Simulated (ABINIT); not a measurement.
The system is InAs.

```
In As
1.0
     0.00000    3.01800    3.01800
     3.01800    0.00000    3.01800
     3.01800    3.01800    0.00000
In As
1 1
Direct
  0.00000 0.00000 0.00000
  0.75000 0.75000 0.75000
```

Base run:

```yaml
Program: ABINIT 10.8.3 (patched build)
Functional: PBE
Potentials_or_basis: SG15 NC PBE v1.2
Cutoff: 1143 eV
k_mesh: 8 × 8 × 8
Occupations: fermi-dirac, width 0.05 eV
Spin: no spin polarisation
```

Its results: band gap on the k mesh none (metal or under the smearing width).

Q: The run is repeated on the same cell with these changes: functional from PBE to HLE16; potentials or basis from SG15 NC PBE v1.2 to JTH PAW PBE v2.0; cutoff from 1143 eV to 463 eV; valence electrons from 18 to 28. What comes out?

A: Band gap on the k mesh 0.27 eV, direct.

Caveats: spin-orbit coupling is left out, which moves the levels of the heavy elements; this crystal is a semiconductor, whose small gap the functional closes, so the metal is an error of the method (some runs); the potentials were made for a functional far from this one (some runs).

